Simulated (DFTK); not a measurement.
Zr:

```xyz
2
Lattice="3.2320 0.0000 0.0000 -1.6160 2.7990 0.0000 0.0000 0.0000 5.1470" Properties=species:S:1:pos:R:3 pbc="T T T"
Zr    1.6160    0.9330    3.8603
Zr    0.0000    1.8660    1.2868
```

Base run:

| Property | Result |
| --- | --- |
| Program | DFTK 0.8.2 |
| Functional | PBE |
| Potentials or basis | SG15 1.2 (PBE) |
| Cutoff | 1225 eV |
| k mesh | 9 × 9 × 5 |
| Occupations | fermi-dirac, width 0.05 eV |
| Spin | no spin polarisation |

Its results: band gap on the k mesh none (metal or under the smearing width); pressure 0.5 GPa.

Question: The run is repeated on the same cell with these changes: potentials or basis from SG15 1.2 (PBE) to cp2k.nc.sr.pbe.v0_1.semicore.gth (PBE, GTH); cutoff from 1225 eV to 2177 eV. What comes out?

Answer: Band gap on the k mesh none (metal or under the smearing width); pressure 0.0 GPa.

Caveats: GTH potentials come without recommended cutoffs, and this one wasn't checked for convergence (some runs).

Not every run made on this cell is shown here.
